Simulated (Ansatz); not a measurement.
Run on Re (fcc type): DFT, PBE, all-electron LAPW, scalar-relativistic (Ansatz 0.2.0). This run: volume at 0.5 of the series' base cell.

The cell comes from a relaxation on PAW files under the same functional, begun from a prototype that needn't be the stable phase.

Command: `ansatz run input.yaml --threads 1 --pin off --max-ram 2048MiB --backend cpu --events-out ev --progress --plain --runs-dir out` It took 7.5 s on 1 thread of AMD EPYC 9R45 96-Core Processor (Zen 5) (shared host), peak memory 0.5 GiB.

```yaml
crystal:
  lattice:
    - [0.0, 1.5536345222, 1.5536345222]
    - [1.5536345222, 0.0, 1.5536345222]
    - [1.5536345222, 1.5536345222, 0.0]
  atoms:
    - { symbol: Re, position: [0.0, 0.0, 0.0] }
kpoints:
  mp_grid: { grid: [17, 17, 17] }
scf:
  occupations: { method: fermi_dirac, width: 0.05 }
hamiltonian:
  xc: pbe
  pseudopotentials: { kind: all_electron, lapw: { basis_error: 0.001 } }
output:
  forces: true
  stress: true
  eigenvalues: true
  populations: true
```

Output:

```
Re: projections on atomic orbitals take those of the free atom 1s2 2s2 2p6 3s2 3p6 3d10 4s2 4p6 4d10 4f14 5s2 5p6 5d5 6s2, of charge +0.00 (hamiltonian.pseudopotentials.projection_atoms)
LAPW: plane waves up to 11.473 Å⁻¹, error target 1.0e-3 eV per atom; small_component_spin mean_spin; Re in spheres of 1.099 Å, 47 of its electrons in bands, Dirac shells [] (how accurate: hamiltonian.pseudopotentials.lapw.basis_error, Limitations)
Engine: ansatz 0.2.0
Pseudopotentials: kind: all_electron
Pseudopotential: Re, LAPW, valence charge 47, lapw/all_electron/scalar/gaussian/Re, Koelling and Harmon's equation, gaussian nucleus
Functional definition: PBE
  parameter kappa = 0.804
  parameter beta = 0.06672455060314922
  exchange = pbe_x(kappa = kappa, mu = beta*pi^2/3)
  correlation = pbe_c(beta = beta)
Crystal: 1 atoms, lattice volume = 7.500 Å³
Basis set: ecut = 501.4733344253599 eV, 181 PW (Γ), exchange–correlation at level 2
Bands: 29, of which v1, the nominal top of the filled ones, is band 24 counted from 1 (23 counted from 0)
Symmetry: 48 space group operations
Space group: Fm-3m (ITA 225), of the structure as read, at distance tolerance 2.0e-5 Å
k-points: 165 of 4913
Non-local potential: Re, projectors of the file, none
Initial density: superposition of atomic densities (chi_scale 0.1, normalization cell)
Initial wavefunctions: plane waves of lowest kinetic energy (no species holds an atomic orbital)
Functional: x = pbe(κ = 0.804, μ = 0.2195149727645171), c = pbe(β = 0.06672455060314922)
iter 1 solved again at ethr=4.98e-5 eV; its pass at ethr=1.00e-1 eV (dr2=2.34e-2 eV) is discarded
SCF iter   1: F=—  HF=-454139.321237 eV  |F-HF|=—  |Δ(HF+E_count)|=         —  Δρ=2.74e-2  dr2=2.36e-2  ethr=4.98e-5  ⟨swp⟩=3.0  Hψ=31306  notcnv=0
preconditioner: auto → none  [metal: Δε(μ)=0.055 eV  Ē_g=46.581 eV  σ=0.050 eV  W_gap=0.25  n_scr=8 (ndim 8)  ℏωp=70.5 eV  f_vac=0.000  D(μ)=0.76/eV (n_scr^D=14)  sad-step TF]
SCF iter   2: F=—  HF=-454139.239981 eV  |F-HF|=—  |Δ(HF+E_count)|=   8.13e-2  Δρ=1.75e-2  dr2=1.20e-2  ethr=4.98e-5  ⟨swp⟩=2.0  Hψ=14405  notcnv=0
SCF iter   3: F=—  HF=-454139.227922 eV  |F-HF|=—  |Δ(HF+E_count)|=   1.21e-2  Δρ=8.81e-3  dr2=2.80e-3  ethr=2.56e-5  ⟨swp⟩=2.0  Hψ=13849  notcnv=0
iter 4 solved again at ethr=1.21e-7 eV; its pass at ethr=5.96e-6 eV (dr2=5.71e-5 eV) is discarded
SCF iter   4: F=—  HF=-454139.226514 eV  |F-HF|=—  |Δ(HF+E_count)|=   1.41e-3  Δρ=1.36e-3  dr2=5.71e-5  ethr=1.21e-7  ⟨swp⟩=2.0  Hψ=23560  notcnv=0
SCF iter   5: F=—  HF=-454139.226507 eV  |F-HF|=—  |Δ(HF+E_count)|=   6.90e-6  Δρ=1.57e-4  dr2=4.76e-7  ethr=1.21e-7  ⟨swp⟩=2.0  Hψ=13796  notcnv=0
SCF iter   6: F=-454139.226507 eV  HF=-454139.226507 eV  |F-HF|=8.73e-10  |Δ(HF+E_count)|=   6.12e-7  Δρ=5.01e-6  dr2=4.08e-10  ethr=1.01e-9  ⟨swp⟩=2.3  Hψ=13914  notcnv=0
SCF 1 converged in 6 iterations: F = -454139.226507 eV  dr2 = 4.08e-10
SCF converged after 6 iterations
Free energy (F): -454139.226507 eV
Harris-Foulkes:  -454139.226507 eV  (|F-HF|=8.73e-10)
Internal energy: -454139.220811 eV  (E = F + TS)
E sigma→0 (E₀):  -454139.223659 eV
Entropy (-TS):   -0.005697 eV (-5.697 meV/atom)
Fermi energy:    63.707142 eV
--- Per-component energies (eV) ---
  E_band       = -4328.634128
  E_kinetic    = 510473.985526
  E_xc         = -9067.199827
  E_electrostatic = -955546.006509  (all electrons and nuclei)
  E_smearing   = -0.005697  (= −TS)
  E_closure    = 0.000000  (closes the sum)
  E_atoms      = -454141.422780  (free atoms, spherical and without spin; not in F)
  Σ components = -454139.226507   (vs F -454139.226507, Δ=0.00e0)
  Basis errors (estimates in eV, not in F): energy 2.0e-4 per atom: plane waves 1.9e-4 (9.4e-5 summed), levels above the bands 2.7e-187, relativity 6.3e-8, radial functions 1.3e-5, core shells 4.0e-12; eigenvalues (radial functions only) 8.2e-6; not estimated: angular momenta, meshes, grids; target (lapw.basis_error) 1.0e-3; muffin-tin radii Re 1.099 Å
--- Forces (eV/Å), atoms counted from 1 ---
  atom   1  Re    -0.00000000    -0.00000000    -0.00000000
  max |Σ_I F_I| component: 4.93e-31 eV/Å
--- Stress (GPa, compression-positive) ---
     1046.312997       0.000000      -0.000000
        0.000000    1046.312997       0.000000
       -0.000000       0.000000    1046.312997
  P = ⅓ Tr σ = 1046.3130 GPa (10463.130 kbar)
--- Band table (eV; the first three rows and the last of 165) ---
  k-point 0: bands = ["-530.1683", "-377.3900", "-377.3900", "-377.3900", "-185.7956", "-185.7956", "-185.7876", "-185.7876", "-185.7876", "-18.9831", "23.5626", "23.5626", "23.5626", "26.3744", "26.5520", "26.5520", "26.5520", "26.8233", "26.8233", "26.8233", "50.4394", "58.0206", "58.0206", "58.0206", "66.0390", "66.0390", "74.9184", "84.9495", "84.9495"]
  k-point 1: bands = ["-530.1683", "-377.3900", "-377.3900", "-377.3900", "-185.7956", "-185.7956", "-185.7876", "-185.7876", "-185.7876", "-18.9303", "23.1918", "23.5241", "23.5241", "26.3823", "26.5462", "26.5556", "26.5556", "26.8127", "26.8127", "26.8238", "50.8602", "57.7822", "58.2052", "58.2052", "65.7856", "65.7856", "75.6262", "83.7874", "85.6368"]
  k-point 2: bands = ["-530.1683", "-377.3900", "-377.3900", "-377.3900", "-185.7956", "-185.7956", "-185.7876", "-185.7875", "-185.7875", "-18.7771", "22.1794", "23.4132", "23.4132", "26.4041", "26.5357", "26.5659", "26.5659", "26.7855", "26.7855", "26.8250", "51.8622", "57.3914", "58.6731", "58.6731", "65.2389", "65.2389", "77.3826", "81.9816", "87.5541"]
  k-point 164: bands = ["-530.1683", "-377.3900", "-377.3900", "-377.3900", "-185.7956", "-185.7953", "-185.7872", "-185.7871", "-185.7864", "-16.6647", "17.4484", "17.9533", "20.1096", "26.5447", "26.5690", "26.5990", "26.6722", "26.6810", "26.6978", "26.7247", "52.6249", "56.7406", "58.3619", "63.2734", "74.5713", "83.3273", "85.0255", "87.0341", "91.5839"]
--- Löwdin populations: 1 site ---
  site symbol       q [e]
     0     Re     74.9282
  spilling = 0.000957 (of n_electrons = 75.000000)
```

populations.tsv:

```
# site	symbol	l	j	q
# orbitals = lowdin
# n_electrons = 75.000000
# spilling = 0.000957
# projection_atom_Re: 1s2 2s2 2p6 3s2 3p6 3d10 4s2 4p6 4d10 4f14 5s2 5p6 5d5 6s2
0	Re	0_1S	-	1.999998
0	Re	0_2S	-	1.999928
0	Re	0_3S	-	1.999097
0	Re	0_4S	-	1.990953
0	Re	0_5S	-	1.882712
0	Re	0_6S	-	0.629028
0	Re	1_2P	-	6.000000
0	Re	1_3P	-	5.999991
0	Re	1_4P	-	5.999463
0	Re	1_5P	-	5.930098
0	Re	2_3D	-	10.000000
0	Re	2_4D	-	9.999670
0	Re	2_5D	-	6.500945
0	Re	3_4F	-	13.996356
```

Next run (volume at 0.4 of the series' base cell), as changes to the input before:

```diff
   lattice:
-    - [0.0, 1.5536345222, 1.5536345222]
-    - [1.5536345222, 0.0, 1.5536345222]
-    - [1.5536345222, 1.5536345222, 0.0]
+    - [0.0, 1.4422665299, 1.4422665299]
+    - [1.4422665299, 0.0, 1.4422665299]
+    - [1.4422665299, 1.4422665299, 0.0]
   atoms:
   mp_grid: { grid: [17, 17, 17] }
+  band_path:
+    path:
+      - [0.0, 0.0, 0.0]
+      - [0.5, 0.0, 0.5]
+      - [0.625, 0.25, 0.625]
+      - [0.375, 0.375, 0.75]
+      - [0.0, 0.0, 0.0]
+      - [0.5, 0.5, 0.5]
+      - [0.5, 0.25, 0.75]
+      - [0.5, 0.0, 0.5]
+    npoints: 8
 scf:
   populations: true
+  dos: { projected: true, de: 0.2, e_range: [-14, 8] }
```

Results part of the output:

```
SCF 1 converged in 6 iterations: F = -454124.909650 eV  dr2 = 3.31e-10
NSCF: frozen V_eff on 57 k-points
SCF converged after 6 iterations
Free energy (F): -454124.909650 eV
Harris-Foulkes:  -454124.909650 eV  (|F-HF|=1.75e-10)
Internal energy: -454124.907813 eV  (E = F + TS)
E sigma→0 (E₀):  -454124.908732 eV
Entropy (-TS):   -0.001837 eV (-1.837 meV/atom)
Fermi energy:    79.959773 eV
--- Per-component energies (eV) ---
  E_band       = -3637.475858
  E_kinetic    = 510557.341242
  E_xc         = -9078.384596
  E_electrostatic = -955603.864459  (all electrons and nuclei)
  E_smearing   = -0.001837  (= −TS)
  E_closure    = 0.000000  (closes the sum)
  E_atoms      = -454141.422780  (free atoms, spherical and without spin; not in F)
  Σ components = -454124.909650   (vs F -454124.909650, Δ=0.00e0)
  Basis errors (estimates in eV, not in F): energy 2.2e-4 per atom: plane waves 1.9e-4 (9.5e-5 summed), levels above the bands 4.2e-189, relativity 6.6e-8, radial functions 3.5e-5, core shells 3.3e-12; eigenvalues (radial functions only) 2.0e-5; not estimated: angular momenta, meshes, grids; target (lapw.basis_error) 1.0e-3; muffin-tin radii Re 1.020 Å
--- Forces (eV/Å), atoms counted from 1 ---
  atom   1  Re    -0.00000000    -0.00000000    -0.00000000
  max |Σ_I F_I| component: 4.60e-30 eV/Å
--- Stress (GPa, compression-positive) ---
     2173.236113      -0.000000      -0.000000
       -0.000000    2173.236113      -0.000000
       -0.000000      -0.000000    2173.236113
  P = ⅓ Tr σ = 2173.2361 GPa (21732.361 kbar)
--- Band table (eV; the first three rows and the last of 165) ---
  k-point 0: bands = ["-515.0412", "-362.2743", "-362.2743", "-362.2743", "-170.6953", "-170.6953", "-170.6953", "-170.6935", "-170.6935", "-6.6579", "39.7377", "39.7377", "39.7377", "41.0197", "41.5292", "41.5292", "41.5292", "41.9591", "41.9591", "41.9591", "67.2506", "71.5705", "71.5705", "71.5705", "82.0753", "82.0753", "89.4199", "101.4101", "101.4101"]
  k-point 1: bands = ["-515.0412", "-362.2743", "-362.2743", "-362.2743", "-170.6953", "-170.6953", "-170.6953", "-170.6935", "-170.6935", "-6.5602", "39.1265", "39.6815", "39.6815", "41.0353", "41.4786", "41.5223", "41.5223", "41.9384", "41.9384", "41.9599", "67.7970", "71.3597", "71.8248", "71.8248", "81.6911", "81.6911", "90.3101", "99.9859", "102.3098"]
  k-point 2: bands = ["-515.0412", "-362.2744", "-362.2743", "-362.2743", "-170.6952", "-170.6951", "-170.6951", "-170.6934", "-170.6934", "-6.2743", "37.4330", "39.5091", "39.5091", "41.0802", "41.4182", "41.5066", "41.5066", "41.8947", "41.8947", "41.9622", "68.3827", "71.7827", "72.4659", "72.4659", "80.8756", "80.8756", "92.4886", "97.8972", "104.7665"]
  k-point 164: bands = ["-515.0412", "-362.2745", "-362.2745", "-362.2744", "-170.6939", "-170.6938", "-170.6933", "-170.6922", "-170.6909", "-1.9100", "29.4850", "30.2677", "33.6390", "41.4108", "41.4534", "41.5195", "41.6839", "41.7010", "41.7314", "41.7621", "66.0664", "71.2805", "73.4757", "78.6550", "93.6020", "104.0030", "105.7893", "108.8934", "112.1084"]
--- Löwdin populations: 1 site ---
  site symbol       q [e]
     0     Re     74.9084
  spilling = 0.001221 (of n_electrons = 75.000000)
```

Spin–orbit coupling is left out, which matters for the heavy atoms. The structure type is held throughout; the real material can change phase at far lower pressure.
